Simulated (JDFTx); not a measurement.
The system is BaS.

```
Ba S
1.0
     0.00000    3.19375    3.19375
     3.19375    0.00000    3.19375
     3.19375    3.19375    0.00000
Ba S
1 1
Direct
  0.00000 0.00000 0.00000
  0.50000 0.50000 0.50000
```

- Program: JDFTx 1.7.0 (patched build)
- Task: relaxation of cell and atoms
- Functional: PBEsol
- Dispersion: D3(BJ)
- Potentials or basis: PseudoDojo-SR-PBEsol-0.4.1-standard with smoothed tails
- Cutoff: 707 eV
- Density cutoff: 5660 eV
- k mesh: 7 × 7 × 7
- Occupations: fermi-dirac, width 0.05 eV
- Spin: no spin polarisation

At the start: pressure -2.4 GPa; volume 32.58 Å³/atom.

Question: How do energy, volume and symmetry change on relaxing?

Answer: Over 6 steps the energy falls by 13.9 meV/atom and the volume is 30.84 Å³/atom (-5.3 %); space group Fm-3m (No. 225, to 0.05 Å).

The path:
| step | energy change (eV) | largest force (eV/Å) | pressure (GPa) | volume (Å³) |
| --- | --- | --- | --- | --- |
| 1 | 0.0000 | 0.0000 | -2.44 | 65.15 |
| 2 | -0.0117 | 0.0000 | -1.91 | 64.29 |
| 3 | -0.0277 | 0.0000 | 0.13 | 61.52 |
| 4 | -0.0278 | 0.0000 | 0.00 | 61.68 |
| 5 | -0.0278 | 0.0000 | 0.00 | 61.68 |
| 6 | -0.0278 | 0.0000 | 0.00 | 61.68 |

Final structure:
```
CELL_PARAMETERS angstrom
0.00000 3.13597 3.13597
3.13597 0.00000 3.13597
3.13597 3.13597 0.00000
ATOMIC_POSITIONS crystal
Ba 0.00000 0.00000 0.00000
S 0.50000 0.50000 0.50000
```

Caveat: this release of the barium file is off.
